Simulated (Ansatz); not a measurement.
# Mg started in the widest void in diamond Si, 65 atoms, charge +3

All numbers come from Ansatz (PAW, plane waves, no spin–orbit coupling) at the single k point (¼, ¼, ¼) without its symmetry partners. The atoms were relaxed with PBEsol in a fixed cell; other functionals are single points on those atoms unless said otherwise. The valence top and gap of the host come from its small cell on a dense mesh, with the band extrema sought between the mesh points, lined up by the mean potential, PBEsol gap 0.46 eV, r²SCAN gap 0.76 eV. The charge correction uses an assumed dielectric constant of 11.7.

Relaxed structure:

```cif
data_structure
_symmetry_space_group_name_H-M 'P 1'
_symmetry_Int_Tables_number 1
_cell_length_a 10.8656
_cell_length_b 10.8656
_cell_length_c 10.8656
_cell_angle_alpha 90.000
_cell_angle_beta 90.000
_cell_angle_gamma 90.000
_cell_volume 1282.80
loop_
_atom_site_label
_atom_site_type_symbol
_atom_site_fract_x
_atom_site_fract_y
_atom_site_fract_z
_atom_site_occupancy
Si1 Si 0.99938 0.99936 0.99919 1
Si2 Si 0.99837 0.99826 0.49798 1
Si3 Si 0.99842 0.49807 0.99811 1
Si4 Si 0.99998 0.50097 0.50091 1
Si5 Si 0.49812 0.99839 0.99820 1
Si6 Si 0.50119 0.99976 0.50099 1
Si7 Si 0.50127 0.50127 0.99946 1
Si8 Si 0.50948 0.50937 0.50914 1
Si9 Si 0.12345 0.12379 0.12424 1
Si10 Si 0.11804 0.11794 0.63106 1
Si11 Si 0.11802 0.63065 0.11836 1
Si12 Si 0.12447 0.62507 0.62555 1
Si13 Si 0.63015 0.11847 0.11856 1
Si14 Si 0.62506 0.12457 0.62564 1
Si15 Si 0.62505 0.62534 0.12487 1
Si16 Si 0.63270 0.63281 0.63299 1
Si17 Si 0.24834 0.24816 0.99878 1
Si18 Si 0.24227 0.24195 0.50766 1
Si19 Si 0.25096 0.75121 0.99816 1
Si20 Si 0.24920 0.75072 0.50118 1
Si21 Si 0.75128 0.25084 0.99822 1
Si22 Si 0.75081 0.24903 0.50111 1
Si23 Si 0.75028 0.75018 0.99986 1
Si24 Si 0.75238 0.75222 0.49853 1
Si25 Si 0.37400 0.37444 0.12064 1
Si26 Si 0.37499 0.37500 0.62946 1
Si27 Si 0.37430 0.87441 0.12545 1
Si28 Si 0.37488 0.87499 0.62499 1
Si29 Si 0.87404 0.37468 0.12543 1
Si30 Si 0.87482 0.37498 0.62494 1
Si31 Si 0.87436 0.87472 0.12497 1
Si32 Si 0.87501 0.87510 0.62625 1
Si33 Si 0.24831 0.99901 0.24813 1
Si34 Si 0.25081 0.99818 0.75113 1
Si35 Si 0.24238 0.50759 0.24182 1
Si36 Si 0.24919 0.50122 0.75062 1
Si37 Si 0.75118 0.99862 0.25054 1
Si38 Si 0.75025 0.00008 0.74990 1
Si39 Si 0.75095 0.50149 0.24874 1
Si40 Si 0.75228 0.49880 0.75188 1
Si41 Si 0.37398 0.12056 0.37471 1
Si42 Si 0.37429 0.12497 0.87469 1
Si43 Si 0.37502 0.62909 0.37529 1
Si44 Si 0.37488 0.62468 0.87529 1
Si45 Si 0.87406 0.12502 0.37505 1
Si46 Si 0.87440 0.12452 0.87507 1
Si47 Si 0.87494 0.62457 0.37543 1
Si48 Si 0.87491 0.62571 0.87560 1
Si49 Si 0.99903 0.24825 0.24804 1
Si50 Si 0.99868 0.25059 0.75095 1
Si51 Si 0.99872 0.75122 0.25052 1
Si52 Si 0.00040 0.74989 0.74984 1
Si53 Si 0.50745 0.24255 0.24217 1
Si54 Si 0.50152 0.24882 0.75065 1
Si55 Si 0.50158 0.75089 0.24864 1
Si56 Si 0.49918 0.75210 0.75187 1
Si57 Si 0.12043 0.37409 0.37460 1
Si58 Si 0.12473 0.37459 0.87471 1
Si59 Si 0.12476 0.87435 0.37514 1
Si60 Si 0.12402 0.87463 0.87518 1
Si61 Si 0.62870 0.37537 0.37546 1
Si62 Si 0.62428 0.37511 0.87538 1
Si63 Si 0.62430 0.87513 0.37546 1
Si64 Si 0.62540 0.87533 0.87568 1
Mg1 Mg 0.37544 0.37600 0.37601 1
```

Chemical potentials μ are those of reference phases of the elements at zero temperature by the same functional (the usual solids, diamond for C, grey Sn, and the molecules H2, N2, O2, F2, Cl2, Br2 and S8).

```tsv
functional	E(defect) − E(host) − Σ nμ + q·E_VBM (eV)	monopole (eV)	alignment (eV)	formation energy at E_F = VBM (eV)	moment (μB)	wall time, shared host
PBEsol	0.62	1.45	-0.05	2.02	0.7	7.6 s on NVIDIA GB300 (relaxation)
r²SCAN	0.62	1.45	-0.03	2.04	1.0	8.4 s on NVIDIA GB300
```

Q: How does the monopole term follow by hand for this cubic cell?

A: q²·α·e²/(4πε₀)/(2εL) with the Madelung constant α = 2.837 and e²/4πε₀ = 14.40 eV·Å: 9 × 2.837 × 14.40 / (2 × 11.7 × 10.866) = 1.45 eV.

r²SCAN one-electron levels near the gap (the ten most localised at most), from the host's valence top, not corrected for the charge's images:

```tsv
level (eV)	spin	filling	atoms sharing it	element of the atom with most weight
-0.19	up	0.99	64.0	spread
-0.19	up	0.99	64.0	spread
-0.19	down	0.98	64.0	spread
-0.11	down	0.03	64.0	spread
```

The charge sits partly or wholly in a band of the host, at the cell's one k point and not at the band edge, so the formation energy is too high and the charge correction doesn't apply as it stands.

One k point and a cell of this size can leave errors of several tenths of an eV in such numbers.
